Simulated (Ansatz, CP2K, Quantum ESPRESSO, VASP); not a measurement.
Os: 6 runs at one level of theory

```xyz
2
Lattice="2.7341 0.0000 0.0000 -1.3671 2.3678 0.0000 0.0000 0.0000 4.3197" Properties=species:S:1:pos:R:3 pbc="T T T"
Os    1.3671    0.7893    3.2398
Os    0.0000    1.5785    1.0799
```

Alike in all runs: task band structure; functional PBE; k mesh 11 × 11 × 6; occupations fermi-dirac, width 0.05 eV; no spin polarisation; no spin-orbit coupling. Pressure is positive in compression and, in plane waves, holds the error of the finite cutoff, which Ansatz's Pulay term estimates and takes out.

| program and potentials | plane-wave cutoff (eV) | notes | pressure (GPa) |
| --- | --- | --- | --- |
| CP2K, POTENTIAL_UZH Os GTH-PBE-q16; TZVP-MOLOPT-PBE-GTH basis | - | atomic basis; 16 valence electrons an atom on average | 6.89 |
| Quantum ESPRESSO, SG15 PBE 1.2 | 952 | 16 valence electrons an atom on average | 8.08 |
| Ansatz, Ansatz NC | 1007 | 16 valence electrons an atom on average | 8.95 |
| VASP, PBE PAW files Os, release 54, 520 eV | 520 | 8 valence electrons an atom on average | 8.85 |
| Ansatz, all-electron LAPW, scalar-relativistic | - | - | 8.80 |
| VASP, PBE PAW files Os_sv_GW, 550 eV | 550 | 16 valence electrons an atom on average | 7.20 |

The pressure spans 6.89 (CP2K, POTENTIAL_UZH Os GTH-PBE-q16; TZVP-MOLOPT-PBE-GTH basis) to 8.95 GPa (Ansatz, Ansatz NC), with all-electron results at 8.80. Rows in atomic bases carry the error of their basis and grid, which can be large.

Differences between rows come from potentials, basis sets and numerical settings, since the functional is the same but for its coding. Runs on potential files found faulty are left out.
